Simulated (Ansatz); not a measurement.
Input of an Ansatz 0.2.0 run:

File input.yaml:

```yaml
crystal:
  lattice:
    - [3.5243661423, 0.0, 0.0]
    - [-1.7621830712, 3.0521906115, 0.0]
    - [0.0, 0.0, 11.49524181]
  atoms:
    - { symbol: Pb, position: [0.6666666667, 0.3333333333, 0.75] }
    - { symbol: Pb, position: [0.0, 0.0, 0.5] }
    - { symbol: Pb, position: [0.3333333333, 0.6666666667, 0.25] }
    - { symbol: Pb, position: [0.0, 0.0, 0.0] }
hamiltonian:
  xc: pbesol
  pseudopotentials: { kind: paw }
kpoints:
  mp_grid: { grid: [9, 9, 3] }
scf:
  occupations: { method: fermi_dirac, width: 0.05 }
output:
  forces: true
  stress: true
  eigenvalues: true
relax:
  f_tol: 0.01
  max_steps: 40
  cell: { stress_tol: 0.05 }
```

Potentials or basis: Ansatz PAW.

Command:

```sh
$ ansatz run input.yaml --threads 2 --pin off --max-ram 5632MiB --backend cpu --events-out ev --progress --plain --runs-dir out
```

(1) Predict the relaxed cell.

(2) What does it give for the band gap on the k mesh?

(3) Estimate the space group after relaxing (to 0.05 Å).

Answers

(1) a = 3.478 Å, b = 3.478 Å, c = 11.416 Å, α = 90.00°, β = 90.00°, γ = 120.00°.

(2) none (metal or under the smearing width).

(3) P6_3/mmc (No. 194).
